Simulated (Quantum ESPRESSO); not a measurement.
BAs: equation of state with r2SCAN

**Experimental background.**

“Basic Physical Properties of Cubic Boron Arsenide”, 2019, arxiv:1911.11281 quotes, for a bulk crystal of BAs: bulk modulus 148 GPa.

The system is BAs.

```
CELL_PARAMETERS angstrom
0.00000 2.38850 2.38850
2.38850 0.00000 2.38850
2.38850 2.38850 0.00000
ATOMIC_POSITIONS crystal
As 0.75000 0.75000 0.75000
B 0.00000 0.00000 0.00000
```

* Program: Quantum ESPRESSO 7.5
* Task: equation of state
* Functional: r2SCAN
* Potentials or basis: SG15 PBE 1.2
* Cutoff: 952 eV
* Density cutoff: 3810 eV
* k mesh: 8 × 8 × 8
* Occupations: fermi-dirac, width 0.05 eV
* Spin: no spin polarisation

The equilibrium volume is 13.82 Å³/atom, the bulk modulus is 134 GPa and the pressure derivative of the bulk modulus is 4.0.

Energy against volume, from the lowest point:
| volume (Å³/atom) | energy (meV/atom) |
| --- | --- |
| 12.809 | 34.97 |
| 13.081 | 17.95 |
| 13.354 | 6.81 |
| 13.626 | 0.99 |
| 13.899 | 0.00 |
| 14.171 | 3.37 |
| 14.444 | 10.68 |

All runs of the series together: 19 min on 2 threads of Arm Neoverse N1, with other jobs on the host.

A measured bulk modulus of BAs is 148 GPa (quoted in “Basic Physical Properties of Cubic Boron Arsenide”, 2019, arxiv:1911.11281); the calculated 134 GPa misses it by -9.7 %. The fit is for a static lattice scaled at fixed shape and fixed fractional positions.

Caveat: the potentials were made for another functional, which shifts forces and pressure.
